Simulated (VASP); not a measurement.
# NaCl (Fm-3m) in VASP: a series of runs

One crystal, NaCl, is run at these levels: PBE, PBE+D3(BJ), PBEsol; tasks: relaxation of cell and atoms.

Program: VASP 6.6.1. These are calculated values, not measurements. Logs are shortened: lines on timing, memory, paths and dates and some standing lists are left out, and cuts for length are marked.

## Step 1: The crystal as given

The structure is cubic, space group Fm-3m (No. 225). Conventional cell: a = 5.687 Å, b = 5.687 Å, c = 5.687 Å, α = 90.00°, β = 90.00°, γ = 90.00°. Na (site symmetry m-3m) is surrounded by 6 Cl at 2.84 Å. Around Cl (site symmetry m-3m) lie 6 Na at 2.84 Å.

## Step 2: Relaxation of cell and atoms, PBE

INCAR reads:

```
SYSTEM = NaCl
PREC = Accurate ; ENCUT = 600
EDIFF = 1E-7 ; ISMEAR = 0
SIGMA = 0.02 ; LREAL = .FALSE.
LASPH = .TRUE. ; NELM = 60
ALGO = Normal ; ISIF = 3
LWAVE = .FALSE. ; LCHARG = .FALSE.
GGA = PE ; IBRION = 2
NSW = 90 ; EDIFFG = -0.005
```

KPOINTS reads:

```
Automatic mesh
0
G
  8 8 8
  0 0 0
```

POSCAR reads:

```
NaCl
1.0
    0.0000000000      2.8434500000      2.8434500000
    2.8434500000      0.0000000000      2.8434500000
    2.8434500000      2.8434500000      0.0000000000
Na Cl
1 1
Direct
    0.0000000000      0.0000000000      0.0000000000
    0.5000000000      0.5000000000      0.5000000000
```

Potentials or basis: VASP PAW PBE potentials, release 64 (Na_pv, Cl).

Started as:

```
$ cat potpaw_PBE.64/Na_pv/POTCAR potpaw_PBE.64/Cl/POTCAR > POTCAR
$ mpirun -np 1 vasp_std > vasp.out
```

OUTCAR:

```text
SYSTEM = NaCl
   PREC = Accurate
   ENCUT = 600
   EDIFF = 1E-7
   ISMEAR = 0
   LREAL = .FALSE.
   LASPH = .TRUE.
   NELM = 60
   ISIF = 3
   GGA = PE
   IBRION = 2
   NSW = 90
   EDIFFG = -0.005

 ion  position               nearest neighbor table
   1  0.000  0.000  0.000-
   2  0.500  0.500  0.500-

  LATTYP: Found a face centered cubic cell.
 ALAT       =     5.6869000000

  Lattice vectors:

 A1 = (   0.0000000000,   2.8434500000,   2.8434500000)
 A2 = (   2.8434500000,   0.0000000000,   2.8434500000)
 A3 = (   2.8434500000,   2.8434500000,   0.0000000000)

Analysis of symmetry for initial positions (statically):
=====================================================================
 Subroutine PRICEL returns:
 Original cell was already a primitive cell.

 Routine SETGRP: Setting up the symmetry group for a
 face centered cubic supercell.

 Subroutine GETGRP returns: Found 48 space group operations
 (whereof 48 operations were pure point group operations)
 out of a pool of 48 trial point group operations.

The static configuration has the point symmetry O_h .

Analysis of symmetry for dynamics (positions and initial velocities):
=====================================================================
 Subroutine PRICEL returns:
 Original cell was already a primitive cell.

 Routine SETGRP: Setting up the symmetry group for a
 face centered cubic supercell.

 Subroutine GETGRP returns: Found 48 space group operations
 (whereof 48 operations were pure point group operations)
 out of a pool of 48 trial point group operations.

The dynamic configuration has the point symmetry O_h .

 Subroutine INISYM returns: Found 48 space group operations
 (whereof 48 operations are pure point group operations),
 and found     1 'primitive' translations

----------------------------------------------------------------------------------------

                                     Primitive cell

  volume of cell :      45.9798

  direct lattice vectors                    reciprocal lattice vectors
     0.000000000  2.843450000  2.843450000    -0.175842726  0.175842726  0.175842726
     2.843450000  0.000000000  2.843450000     0.175842726 -0.175842726  0.175842726
     2.843450000  2.843450000  0.000000000     0.175842726  0.175842726 -0.175842726

  length of vectors
     4.021245554  4.021245554  4.021245554     0.304568536  0.304568536  0.304568536

  position of ions in fractional coordinates (direct lattice)
     0.000000000  0.000000000  0.000000000
     0.500000000  0.500000000  0.500000000

  ion indices of the primitive-cell ions
   primitive index   ion index
                 1           1
                 2           2

----------------------------------------------------------------------------------------

 KPOINTS: Automatic mesh

Automatic generation of k-mesh.
 Grid dimensions read from file:
 generate k-points for:    8    8    8

 Generating k-lattice:

  Cartesian coordinates                     Fractional coordinates (reciprocal lattice)
    -0.021980341  0.021980341  0.021980341     0.125000000  0.000000000  0.000000000
     0.021980341 -0.021980341  0.021980341     0.000000000  0.125000000  0.000000000
     0.021980341  0.021980341 -0.021980341     0.000000000  0.000000000  0.125000000

  Length of vectors
     0.038071067  0.038071067  0.038071067

  Shift w.r.t. Gamma in fractional coordinates (k-lattice)
     0.000000000  0.000000000  0.000000000

 Subroutine IBZKPT returns following result:
 ===========================================

 Found     29 irreducible k-points:

 Following reciprocal coordinates:
            Coordinates               Weight
  0.000000  0.000000  0.000000      1.000000
  0.125000  0.000000  0.000000      8.000000
  0.250000  0.000000  0.000000      8.000000
  0.375000  0.000000  0.000000      8.000000
  0.500000  0.000000  0.000000      4.000000
  0.125000  0.125000  0.000000      6.000000
[... 16 lines left out ...]
  0.500000  0.250000  0.125000     48.000000
 -0.375000  0.250000  0.125000     24.000000
 [... further k-points ...]
   k-points           NKPTS =     29   k-points in BZ     NKDIM =     29   number of bands    NBANDS=     11
   number of dos      NEDOS =    301   number of ions     NIONS =      2
   total plane-waves  NPLWV =  32768
   dimension x,y,z NGX =    32 NGY =   32 NGZ =   32
   dimension x,y,z NGXF=    64 NGYF=   64 NGZF=   64
   ions per type =               1   1
   NGX,Y,Z   is equivalent  to a cutoff of  13.23, 13.23, 13.23 a.u.
   NGXF,Y,Z  is equivalent  to a cutoff of  26.46, 26.46, 26.46 a.u.
 SYSTEM =  NaCl
   PREC   = accura    normal or accurate (medium, high low for compatibility)
   ISTART =      0    job   : 0-new  1-cont  2-samecut
   ICHARG =      2    charge: 1-file 2-atom 10-const
   ISPIN  =      1    spin polarized calculation?
   LNONCOLLINEAR =      F non collinear calculations
   LSORBIT =      F    spin-orbit coupling
   LASPH  =      T    aspherical Exc in radial PAW
   ENCUT  =  600.0 eV  44.10 Ry    6.64 a.u.   8.03  8.03  8.03*2*pi/ulx,y,z
   NELM   =     60;   NELMIN=  2; NELMDL= -5     # of ELM steps
   EDIFF  = 0.1E-06   stopping-criterion for ELM
   LREAL  =      F    real-space projection
   EDIFFG = -.5E-02   stopping-criterion for IOM
   NSW    =     90    number of steps for IOM
   IBRION =      2    ionic relax: 0-MD 1-quasi-New 2-CG
   NFREE  =      1    steps in history (QN), initial steepest desc. (CG)
   ISIF   =      3    stress and relaxation
   ISYM   =      2    0-nonsym 1-usesym 2-fastsym
   POTIM  = 0.5000    time-step for ionic-motion
   TEBEG  =    0.0;   TEEND  =   0.0 temperature during run
   PSTRESS=    0.0 pullay stress
   NELECT =      14.0000    total number of electrons
   NUPDOWN=      -1.0000    fix difference up-down
   EMIN   =  10.00;   EMAX   =-10.00  energy-range for DOS
   EFERMI =   0.00;   METHOD = LEGACY
   ISMEAR =     0;   SIGMA  =   0.02  broadening in eV -4-tet -1-fermi 0-gaus
   EFERMI_NEDOS =   21; number of points for ismear=-14 and -15
   IALGO  =     38    algorithm
   IMIX   =      4    mixing-type and parameters
     AMIX     =   0.40;   BMIX     =  1.00
     AMIX_MAG =   1.60;   BMIX_MAG =  1.00
  volume/ion in A,a.u.               =      22.99       155.14
  Fermi-wavevector in a.u.,A,eV,Ry     =   1.101358  2.081265 16.503729  1.212990
  Thomas-Fermi vector in A             =   2.237784
   LORBIT       =      0    0 simple, 1 ext, 2 COOP (PROOUT), +10 PAW based schemes
   GGA     = PE    functional components
   LHFCALC =     F    Hartree Fock is set to
   AEXX    =    0.0000 exact exchange contribution
   IVDW    =     0    specifies the selected vdW correction
   LEPSILON=     F    determine dielectric tensor
   LRPA    =     F    only Hartree local field effects (RPA)
 conjugate gradient relaxation of ions
 non-spin polarized calculation
 Gauss-broadening in eV      SIGMA  =   0.02
  energy-cutoff  :      600.00
  volume of cell :       45.98
 maximum number of plane-waves:      1572
   NGX = 17   NGY = 17   NGZ = 17

--------------------------------------- Ionic step        1  -------------------------------------------

 number of electron      13.9999998 magnetization

 Free energy of the ion-electron system (eV)
  ---------------------------------------------------
  ext. energy  EPLUGINS =         0.00000000
  ---------------------------------------------------
  free energy    TOTEN  =        -6.77809806 eV

  energy without entropy =       -6.77809806  energy(sigma->0) =       -6.77809806

------------------------ aborting loop because EDIFF is reached ----------------------------------------

  FORCE on cell =-STRESS in cart. coord.  units (eV):
  Direction    XX          YY          ZZ          XY          YZ          ZX
  --------------------------------------------------------------------------------------
  -------------------------------------------------------------------------------------
  Total        0.0339550      0.0339550      0.0339550     -0.0000000     -0.0000000      0.0000000
  in kB        1.1831719      1.1831719      1.1831719     -0.0000000     -0.0000000      0.0000000
  external PRESSURE =       1.1831719 kB  Pullay stress =       0.0000000 kB

 VOLUME and BASIS-vectors are now :
 -----------------------------------------------------------------------------
  energy-cutoff  :      600.00
  volume of cell :       45.98
      direct lattice vectors                 reciprocal lattice vectors
     0.000000000  2.843450000  2.843450000    -0.175842726  0.175842726  0.175842726
     2.843450000  0.000000000  2.843450000     0.175842726 -0.175842726  0.175842726
     2.843450000  2.843450000  0.000000000     0.175842726  0.175842726 -0.175842726
[... 37 lines left out ...]
 POSITION                                       TOTAL-FORCE (eV/Angst)
 -----------------------------------------------------------------------------------
      0.00000      0.00000      0.00000         0.000000      0.000000     -0.000000
      2.84578      2.84578      2.84578        -0.000000     -0.000000      0.000000
 -----------------------------------------------------------------------------------
    total drift:                                0.000000     -0.000000     -0.000000

  FREE ENERGIE OF THE ION-ELECTRON SYSTEM (eV)
  ---------------------------------------------------
  free  energy   TOTEN  =        -6.7781600188 eV

  energy  without entropy=       -6.7781600188  energy(sigma->0) =       -6.77816002

--------------------------------------- Ionic step        3  -------------------------------------------

 number of electron      13.9999997 magnetization

 Free energy of the ion-electron system (eV)
  ---------------------------------------------------
  ext. energy  EPLUGINS =         0.00000000
  ---------------------------------------------------
  free energy    TOTEN  =        -6.77818021 eV

  energy without entropy =       -6.77818021  energy(sigma->0) =       -6.77818021

 E-fermi :  -0.8154     XC(G=0):  -8.0404

 val. band max:       -0.8993111079   @ k =   0.0000   0.0000   0.0000
 cond. band min:       4.0962971089   @ k =   0.0000   0.0000   0.0000
 fundamental gap:      4.9956082168
 Fermi energy:        -0.8153686365

 k-point     1 :       0.0000    0.0000    0.0000
  band No.  band energies     occupation
      1     -21.7763      2.00000
      2     -21.7763      2.00000
      3     -21.7763      2.00000
      4     -13.4928      2.00000
      5      -0.8993      2.00000
      6      -0.8993      2.00000
      7      -0.8993      2.00000
      8       4.0963      0.00000
      9      10.1891      0.00000
     10      10.1891      0.00000
     11      10.1891      0.00000

 k-point     2 :       0.1250    0.0000    0.0000
  band No.  band energies     occupation
      1     -21.7801      2.00000
      2     -21.7766      2.00000
      3     -21.7766      2.00000
      4     -13.4497      2.00000
      5      -1.2508      2.00000
      6      -0.9375      2.00000
      7      -0.9375      2.00000
      8       4.5799      0.00000
      9       9.6434      0.00000
     10      10.3730      0.00000
     11      10.3731      0.00000
[... 295 lines left out ...]
 k-point    24 :      -0.3750    0.2500    0.1250
  band No.  band energies     occupation
      1     -21.7967      2.00000
      2     -21.7835      2.00000
      3     -21.7802      2.00000
      4     -13.1549      2.00000
      5      -2.4724      2.00000
      6      -1.6214      2.00000
      7      -1.2879      2.00000
      8       7.3541      0.00000
      9       8.5078      0.00000
     10       9.2463      0.00000
     11      10.7228      0.00000

 [... further k-points ...]

------------------------ aborting loop because EDIFF is reached ----------------------------------------

  FORCE on cell =-STRESS in cart. coord.  units (eV):
  Direction    XX          YY          ZZ          XY          YZ          ZX
  --------------------------------------------------------------------------------------
  -------------------------------------------------------------------------------------
  Total        0.0006410      0.0006410      0.0006410      0.0000000     -0.0000000      0.0000000
  in kB        0.0222287      0.0222287      0.0222287      0.0000000     -0.0000000      0.0000000
  external PRESSURE =       0.0222287 kB  Pullay stress =       0.0000000 kB

 VOLUME and BASIS-vectors are now :
 -----------------------------------------------------------------------------
  energy-cutoff  :      600.00
  volume of cell :       46.20
      direct lattice vectors                 reciprocal lattice vectors
    -0.000000000  2.847959175  2.847959175    -0.175564314  0.175564314  0.175564314
     2.847959175 -0.000000000  2.847959175     0.175564314 -0.175564314  0.175564314
     2.847959175  2.847959175 -0.000000000     0.175564314  0.175564314 -0.175564314

 POSITION                                       TOTAL-FORCE (eV/Angst)
 -----------------------------------------------------------------------------------
      0.00000      0.00000      0.00000        -0.000000      0.000000     -0.000000
      2.84796      2.84796      2.84796         0.000000     -0.000000      0.000000
 -----------------------------------------------------------------------------------
    total drift:                                0.000000     -0.000000     -0.000000

  FREE ENERGIE OF THE ION-ELECTRON SYSTEM (eV)
  ---------------------------------------------------
  free  energy   TOTEN  =        -6.7781802097 eV

  energy  without entropy=       -6.7781802097  energy(sigma->0) =       -6.77818021

 reached required accuracy - stopping structural energy minimisation
```

Wall time 16 s (1 thread of Intel Xeon Platinum 8559C (Emerald Rapids), shared host); peak memory 0.17 GiB.

What came out:

```
Free energy                            : -6.7782 eV
Relaxed volume                         : 23.10 Å³/atom
Relaxed cell                           : a = 4.028 Å, b = 4.028 Å, c = 4.028 Å, α = 60.00°, β = 60.00°, γ = 60.00°
Space group after relaxing (to 0.05 Å) : Fm-3m (No. 225)
Energy gained by relaxing              : 0.0 meV/atom
Ionic steps                            : 3
Pressure after relaxing                : 0.0 GPa
Band gap on the k mesh                 : 5.00 eV, direct
```

Final structure:
```xyz
2
Lattice="0.0000 2.8480 2.8480 2.8480 0.0000 2.8480 2.8480 2.8480 0.0000" Properties=species:S:1:pos:R:3 pbc="T T T"
Na    0.0000    0.0000    0.0000
Cl    2.8480    2.8480    2.8480
```

Levels at points of the mesh, in eV from the valence-band top:
| k point | band 5 | band 6 | band 7 | band 8 | band 9 | band 10 |
| --- | --- | --- | --- | --- | --- | --- |
| (0.00, 0.00, 0.00) | 0.00 | 0.00 | 0.00 | 5.00 | 11.09 | 11.09 |
| (0.50, 0.00, 0.00) | -1.84 | -0.25 | -0.25 | 7.22 | 10.38 | 10.90 |
| (0.50, 0.50, 0.00) | -1.58 | -0.57 | -0.57 | 7.45 | 8.10 | 11.11 |

A k mesh can miss the band edges. Zero-point motion and thermal expansion aren't in these numbers.

(Part 1 of 2 ends here.)
